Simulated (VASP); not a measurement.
# BeTe (F-43m) in VASP: a series of runs, part 2 of 2

VASP 6.6.1.

### 4 Band structure, PBE0

The input, POSCAR:

```
BeTe
1.0
    0.0000000000      2.7700000000      2.7700000000
    2.7700000000      0.0000000000      2.7700000000
    2.7700000000      2.7700000000      0.0000000000
Te Be
1 1
Direct
    0.7500000000      0.7500000000      0.7500000000
    0.0000000000      0.0000000000      0.0000000000
```

The input, INCAR.step1:

```
PREC     = Accurate       # precision mode
ENCUT    = 520            # plane-wave cutoff, eV
EDIFF    = 1E-5           # SCF threshold, eV
ISMEAR   = 0              # smearing method
SIGMA    = 0.02           # smearing width, eV
LREAL    = F              # projectors in reciprocal space
LASPH    = T              # aspherical terms in the spheres
NELM     = 100            # most SCF steps
ALGO     = Normal         # electronic algorithm
ISIF     = 2              # what is computed and relaxed
LWAVE    = T              # write WAVECAR
LCHARG   = F              # write CHGCAR
NBANDS   = 11             # bands
GGA      = PE             # functional
KPAR     = 4
```

The input, INCAR.step2:

```
PREC     = Accurate       # precision mode
ENCUT    = 520            # plane-wave cutoff, eV
EDIFF    = 1E-6           # SCF threshold, eV
ISMEAR   = 0              # smearing method
SIGMA    = 0.02           # smearing width, eV
LREAL    = F              # projectors in reciprocal space
LASPH    = T              # aspherical terms in the spheres
NELM     = 100            # most SCF steps
ALGO     = Normal         # electronic algorithm
ISIF     = 2              # what is computed and relaxed
LWAVE    = F              # write WAVECAR
LCHARG   = F              # write CHGCAR
GGA      = PE             # functional
LHFCALC  = T              # exact exchange
AEXX     = 0.25           # exact-exchange fraction
PRECFOCK = Fast         
NBANDS   = 11             # bands
ISTART   = 1            
HFRCUT   = -1           
KPAR     = 4
```

The input, KPOINTS:

```
regular mesh
0
Gamma
  6 6 6
```

The input, KPOINTS_OPT:

```
path GXWKGLUWLK,UX
12
line-mode
reciprocal
 0.0000000000  0.0000000000  0.0000000000  G
 0.5000000000  0.0000000000  0.5000000000  X

 0.5000000000  0.0000000000  0.5000000000  X
 0.5000000000  0.2500000000  0.7500000000  W

 0.5000000000  0.2500000000  0.7500000000  W
 0.3750000000  0.3750000000  0.7500000000  K

 0.3750000000  0.3750000000  0.7500000000  K
 0.0000000000  0.0000000000  0.0000000000  G

 0.0000000000  0.0000000000  0.0000000000  G
 0.5000000000  0.5000000000  0.5000000000  L

 0.5000000000  0.5000000000  0.5000000000  L
 0.6250000000  0.2500000000  0.6250000000  U

 0.6250000000  0.2500000000  0.6250000000  U
 0.5000000000  0.2500000000  0.7500000000  W

 0.5000000000  0.2500000000  0.7500000000  W
 0.5000000000  0.5000000000  0.5000000000  L

 0.5000000000  0.5000000000  0.5000000000  L
 0.3750000000  0.3750000000  0.7500000000  K

 0.6250000000  0.2500000000  0.6250000000  U
 0.5000000000  0.0000000000  0.5000000000  X
```

On the command line:

```sh
$ cat potpaw_PBE.64/Te/POTCAR potpaw_PBE.64/Be/POTCAR > POTCAR
$ cp INCAR.step1 INCAR
$ mpirun -np 4 vasp_std > vasp.out
$ cp INCAR.step2 INCAR
$ mpirun -np 4 vasp_std > vasp.out
```

Run time: 8 min. Hardware: 4 MPI ranks of Intel Xeon Platinum 8488C (Sapphire Rapids), shared host; peak memory 0.26 GiB.

The run converged. Its results:

```yaml
Free_energy: -9.3103 eV
Pressure: 3.1 GPa
Band_gap_on_the_k_mesh: 3.16 eV, indirect (least direct gap 5.10 eV)
Band_gap_along_the_path: 3.16 eV, indirect (least direct gap 5.10 eV)
```

Levels at the corners of the path, in eV from the valence-band top:
```
point  band 2  band 3  band 4  band 5  band 6  band 7
    Γ    0.00    0.00    0.00    5.10    5.10    5.10
    X   -6.05   -3.14   -3.14    3.16    3.97   12.15
    X   -6.05   -3.14   -3.14    3.16    3.97   12.15
    W   -5.41   -4.39   -3.80    6.81    7.12    7.38
    W   -5.41   -4.39   -3.80    6.81    7.12    7.38
    K   -5.63   -4.60   -2.65    4.00    6.90    9.99
    K   -5.63   -4.60   -2.65    4.00    6.90    9.99
    Γ    0.00    0.00    0.00    5.10    5.10    5.10
    Γ    0.00    0.00    0.00    5.10    5.10    5.10
    L   -6.56   -1.34   -1.34    4.64    6.13    6.13
    L   -6.56   -1.34   -1.34    4.64    6.13    6.13
    U   -5.63   -4.60   -2.65    4.00    6.90    9.99
    U   -5.63   -4.60   -2.65    4.00    6.90    9.99
    W   -5.41   -4.39   -3.80    6.81    7.12    7.38
    W   -5.41   -4.39   -3.80    6.81    7.12    7.38
    L   -6.56   -1.34   -1.34    4.64    6.13    6.13
    L   -6.56   -1.34   -1.34    4.64    6.13    6.13
    K   -5.63   -4.60   -2.65    4.00    6.90    9.99
    U   -5.63   -4.60   -2.65    4.00    6.90    9.99
    X   -6.05   -3.14   -3.14    3.16    3.97   12.15
```

Caveat: the PAW data sets were made with another functional, which shifts forces and pressure a little; spin-orbit coupling is left out, which moves the levels of the heavy elements.

### 5 Band structure, r2SCAN-EpsX

POSCAR is that of step 4.

The input, INCAR.step1:

```
PREC     = Accurate       # precision mode
ENCUT    = 520            # plane-wave cutoff, eV
EDIFF    = 1E-8           # SCF threshold, eV
ISMEAR   = 0              # smearing method
SIGMA    = 0.02           # smearing width, eV
LREAL    = F              # projectors in reciprocal space
LASPH    = T              # aspherical terms in the spheres
NELM     = 100            # most SCF steps
ALGO     = Normal         # electronic algorithm
ISIF     = 2              # what is computed and relaxed
LWAVE    = F              # write WAVECAR
LCHARG   = F              # write CHGCAR
GGA      = PE             # functional
LEPSILON = T              # dielectric tensor by DFPT
KPAR     = 4
```

The input, KPOINTS.step1:

```
Automatic mesh
0
G
  8 8 8
  0 0 0
```

The input, INCAR.step2:

```
PREC     = Accurate       # precision mode
ENCUT    = 520            # plane-wave cutoff, eV
EDIFF    = 1E-5           # SCF threshold, eV
ISMEAR   = 0              # smearing method
SIGMA    = 0.02           # smearing width, eV
LREAL    = F              # projectors in reciprocal space
LASPH    = T              # aspherical terms in the spheres
NELM     = 100            # most SCF steps
ALGO     = Normal         # electronic algorithm
ISIF     = 2              # what is computed and relaxed
LWAVE    = T              # write WAVECAR
LCHARG   = F              # write CHGCAR
NBANDS   = 11             # bands
GGA      = PE             # functional
KPAR     = 4
```

The input, KPOINTS.step2:

```
regular mesh
0
Gamma
  6 6 6
```

The input, INCAR.step3:

```
PREC     = Accurate       # precision mode
ENCUT    = 520            # plane-wave cutoff, eV
EDIFF    = 1E-6           # SCF threshold, eV
ISMEAR   = 0              # smearing method
SIGMA    = 0.02           # smearing width, eV
LREAL    = F              # projectors in reciprocal space
LASPH    = T              # aspherical terms in the spheres
NELM     = 100            # most SCF steps
ALGO     = Normal         # electronic algorithm
ISIF     = 2              # what is computed and relaxed
LWAVE    = F              # write WAVECAR
LCHARG   = F              # write CHGCAR
METAGGA  = R2SCAN         # meta-GGA
LHFCALC  = T              # exact exchange
AEXX     = 0.13           # exact-exchange fraction
LMIXTAU  = T            
PRECFOCK = Fast         
NBANDS   = 11             # bands
ISTART   = 1            
HFRCUT   = -1           
KPAR     = 4
```

The input, KPOINTS.step3:

```
regular mesh
0
Gamma
  6 6 6
```

KPOINTS_OPT is that of step 4.

On the command line:

```sh
$ cat potpaw_PBE.64/Te/POTCAR potpaw_PBE.64/Be/POTCAR > POTCAR
$ cp INCAR.step1 INCAR
$ cp KPOINTS.step1 KPOINTS
$ mpirun -np 4 vasp_std > vasp.out
$ cp INCAR.step2 INCAR
$ cp KPOINTS.step2 KPOINTS
$ mpirun -np 4 vasp_std > vasp.out
$ cp INCAR.step3 INCAR
$ cp KPOINTS.step3 KPOINTS
$ mpirun -np 4 vasp_std > vasp.out
```

It took 8.7 min on 4 MPI ranks of Intel Xeon Platinum 8488C (Sapphire Rapids), shared host; peak memory 0.27 GiB.

Results (log left out):

```
Free energy             : -28.5506 eV
Pressure                : 3.9 GPa
Band gap on the k mesh  : 2.81 eV, indirect (least direct gap 4.66 eV)
Band gap along the path : 2.81 eV, indirect (least direct gap 4.66 eV)
```

Levels at the corners of the path, in eV from the valence-band top:
```
point  band 1  band 2  band 3  band 4  band 5  band 6  band 7  band 8
    Γ  -13.73    0.00    0.00    0.00    4.66    4.66    4.66    5.50
    X  -11.45   -5.93   -3.09   -3.09    2.81    3.56   11.81   11.81
    X  -11.45   -5.93   -3.09   -3.09    2.81    3.56   11.81   11.81
    W  -11.41   -5.31   -4.31   -3.73    6.39    6.76    7.07    7.65
    W  -11.41   -5.31   -4.31   -3.73    6.39    6.76    7.07    7.65
    K  -11.48   -5.51   -4.51   -2.61    3.62    6.51    9.58   10.06
    K  -11.48   -5.51   -4.51   -2.61    3.62    6.51    9.58   10.06
    Γ  -13.73    0.00    0.00    0.00    4.66    4.66    4.66    5.50
    Γ  -13.73    0.00    0.00    0.00    4.66    4.66    4.66    5.50
    L  -12.07   -6.43   -1.32   -1.32    4.33    5.70    5.70    9.21
    L  -12.07   -6.43   -1.32   -1.32    4.33    5.70    5.70    9.21
    U  -11.48   -5.51   -4.51   -2.61    3.62    6.51    9.58   10.06
    U  -11.48   -5.51   -4.51   -2.61    3.62    6.51    9.58   10.06
    W  -11.41   -5.31   -4.31   -3.73    6.39    6.76    7.07    7.65
    W  -11.41   -5.31   -4.31   -3.73    6.39    6.76    7.07    7.65
    L  -12.07   -6.43   -1.32   -1.32    4.33    5.70    5.70    9.21
    L  -12.07   -6.43   -1.32   -1.32    4.33    5.70    5.70    9.21
    K  -11.48   -5.51   -4.51   -2.61    3.62    6.51    9.58   10.06
    U  -11.48   -5.51   -4.51   -2.61    3.62    6.51    9.58   10.06
    X  -11.45   -5.93   -3.09   -3.09    2.81    3.56   11.81   11.81
```

Caveat: the PAW data sets were made with another functional, which shifts forces and pressure a little; spin-orbit coupling is left out, which moves the levels of the heavy elements.

### 6 Overview

```tsv
level	screening parameter	exchange at q = 0	share of exact exchange	gap on the mesh (eV)	pressure (GPa)
HSE06	0.2 1/A	-	-	2.52	3.1
HSE03	-	-	-	2.34	3.3
PBE0	-	truncated	-	3.16	3.1
r2SCAN-EpsX	-	truncated	0.13	2.81	3.9
```

Alike in all rows: task band structure; potentials or basis VASP PAW PBE potentials, release 64 (Te, Be); no spin polarisation; cell as given; k mesh 6 × 6 × 6; cutoff (eV) 520; smearing gaussian 0.02 eV.

On the cell as given the gap runs from 2.34 eV (HSE03) to 3.16 eV (PBE0). The pressure there spans 3.1 GPa (HSE06) to 3.9 GPa (r2SCAN-EpsX); a positive pressure means that this level wants a larger cell, a negative one a smaller.

Caveats: the PAW data sets were made with another functional, which shifts forces and pressure a little; spin-orbit coupling is left out, which moves the levels of the heavy elements.

Total energies depend on the potentials used, so only differences within one code and one set of settings carry meaning.
